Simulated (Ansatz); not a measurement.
# CsI: the cost of one run

Program: Ansatz 0.2.0. Level of theory: DFT r2SCAN, scalar-relativistic, plane waves, PAW. These are calculated values, not measurements.

## 1. Starting point

Symmetry: Pm-3m, No. 221, cubic system. Conventional cell: a = 4.567 Å, b = 4.567 Å, c = 4.567 Å, α = 90.00°, β = 90.00°, γ = 90.00°. Cs (site symmetry m-3m) is surrounded by 8 I at 3.95 Å. I (site symmetry m-3m) has 8 Cs at 3.95 Å in its first shell of neighbours.

As a file:

```
CELL_PARAMETERS angstrom
4.56670 0.00000 0.00000
0.00000 4.56670 0.00000
0.00000 0.00000 4.56670
ATOMIC_POSITIONS crystal
Cs 0.00000 0.00000 0.00000
I 0.50000 0.50000 0.50000
```

The cell is taken as given, not relaxed at this level.

## 2. The undisturbed cell

Input file input.yaml:

```yaml
crystal:
  lattice:
    - [4.5667, 0.0, 0.0]
    - [0.0, 4.5667, 0.0]
    - [0.0, 0.0, 4.5667]
  atoms:
    - { symbol: Cs, position: [0.0, 0.0, 0.0] }
    - { symbol: I, position: [0.5, 0.5, 0.5] }
basis:
  ecutwfc: 500
kpoints:
  mp_grid: { grid: [6, 6, 6] }
hamiltonian:
  xc: r2scan
scf:
  occupations: { method: gaussian, width: 0.05 }
output:
  forces: true
  stress: true
  eigenvalues: true
  write_density: true
  write_potential: true
  elf: true
  volumetric_format: npy
```

Started as:

```bash
$ ansatz run input.yaml --threads 1 --pin off --max-ram 2560MiB --backend cpu --events-out ev --progress --plain --runs-dir out
```

Q: Estimate wall time and peak memory on 1 thread of Arm Neoverse V2, shared host.

About 6.5 s, with a peak of 0.54 GiB.
